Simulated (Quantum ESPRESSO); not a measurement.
**FePt (Tetraferroplatinum) under changes of volume**

One of the cells (13.796 Å³/atom); the others are scaled copies at fixed shape and fractional positions:

```
Pt Fe
1.0
     2.72350    0.00000    0.00000
     0.00000    2.72350    0.00000
     0.00000    0.00000    3.72000
Pt Fe
1 1
Cartesian
  1.3618 1.3618 1.8600
  0.0000 0.0000 0.0000
```

```yaml
Program: Quantum ESPRESSO 7.5
Functional: PBEsol
Potentials_or_basis: PseudoDojo 0.4.1 SR PBEsol standard
Cutoff: 1225 eV
Density_cutoff: 4898 eV
k_mesh: 7 × 7 × 5
Occupations: fermi-dirac, width 0.05 eV
Spin: collinear spin, ferromagnetic start
Starting_moments: "[0.0, 3.0] μB"
```

| volume (Å³/atom) | energy over the lowest point (meV/atom) | pressure (GPa) | moment (μB per cell) |
| --- | --- | --- | --- |
| 12.969 | ? | ? | ? |
| 13.245 | 2.09 | 3.7 | 3.23 |
| 13.521 | 0.00 | -1.0 | 3.29 |
| 13.796 | 5.42 | -5.2 | 3.34 |
| 14.072 | 17.60 | -8.9 | 3.38 |
| 14.348 | 35.92 | -12.4 | 3.41 |
| 14.624 | 59.77 | -15.4 | 3.43 |

What does the run at 12.969 Å³/atom give?

Energy over the lowest point 12.68 meV/atom; pressure 9.0 GPa; moment 3.17 μB per cell.

Worked out: A Birch-Murnaghan fit of order 3 (a polynomial in V^(-2/3)) to the other rows has its minimum at 13.46 Å³/atom with B0 = V·E''(V) = 218 GPa and B' = 4.0 at fixed shape and positions, which overstates the stiffness. It gives 12.50 meV/atom at 12.969 Å³/atom, against the run's 12.68, and -dE/dV = 8.6 GPa, against 9.0. A parabola through the other rows of the moment, of slope 0.272 μB per Å³/atom there, extrapolates to 3.16 μB, against the run's 3.17.

Energies are extrapolated to zero smearing.
